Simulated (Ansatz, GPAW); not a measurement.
Given: the input of a run of GPAW 26.7.0 (ASE script) on Sn. This isn't the form of Sn at room conditions, which is tetragonal (white tin).

File run.py:

```python
from ase import Atoms
from ase.dft.bandgap import bandgap
from ase.io import write
from ase.units import GPa
from gpaw import GPAW, PW

atoms = Atoms(['Sn', 'Sn'],
              cell=[[0.0, 3.2333428, 3.2333428],
                    [3.2333428, 0.0, 3.2333428],
                    [3.2333428, 3.2333428, 0.0]],
              scaled_positions=[[0.75, 0.75, 0.75],
                                [0.5, 0.5, 0.5]],
              pbc=True)

calc = GPAW(mode=PW(600),
            xc='PBE',
            kpts={'size': (7, 7, 7), 'gamma': True},
            occupations={'name': 'methfessel-paxton', 'order': 0, 'width': 0.015},
            nbands=24,
            convergence={'density': 1e-05, 'energy': 1e-05},
            maxiter=150,
            txt='gpaw.txt')
atoms.calc = calc
energy = atoms.get_potential_energy()
forces = atoms.get_forces()
stress = atoms.get_stress()
calc.write('gs.gpw')
write('result.traj', atoms)
print(f'Energy: {energy:.6f} eV')
print('Forces (eV/A):')
print(forces.round(4))
print('Stress (GPa):', (stress / GPa).round(3))
print('Fermi level:', round(calc.get_fermi_level(), 4), 'eV')
print(f'Gap: {bandgap(calc)[0]:.4f} eV, direct: {bandgap(calc, direct=True)[0]:.4f} eV')
```

Potentials or basis: GPAW PAW data sets (gpaw-data 1.2.1), pw.

Run with:

```console
$ OMP_NUM_THREADS=1 python run.py
```

Set up the same calculation for Ansatz 0.2.0. Potentials or basis there: all-electron LAPW, scalar-relativistic.

As run (cutoffs and basis follow the program's own potentials, and thresholds, step limits or extra output files can differ):

The input input.yaml:

```yaml
crystal:
  lattice:
    - [0.0, 3.2333428, 3.2333428]
    - [3.2333428, 0.0, 3.2333428]
    - [3.2333428, 3.2333428, 0.0]
  atoms:
    - { symbol: Sn, position: [0.75, 0.75, 0.75] }
    - { symbol: Sn, position: [0.5, 0.5, 0.5] }
kpoints:
  mp_grid: { grid: [7, 7, 7] }
scf:
  occupations: { method: gaussian, width: 0.015 }
hamiltonian:
  xc: pbe
  pseudopotentials: { kind: all_electron, lapw: { basis_error: 0.001 } }
output:
  forces: true
  stress: true
  eigenvalues: true
```

Potentials or basis: all-electron LAPW, scalar-relativistic.

Command:

```bash
$ ansatz run input.yaml --threads 1 --pin off --max-ram 3072MiB --backend cpu --events-out ev --progress --plain --runs-dir out
```

Both were run:

|  | GPAW | Ansatz |
| --- | --- | --- |
| Pressure | 3.5 GPa | 3.8 GPa |

Where Ansatz's input types no cutoff or centring, it takes its own default and a Γ-centred mesh.

Pressure is positive in compression.
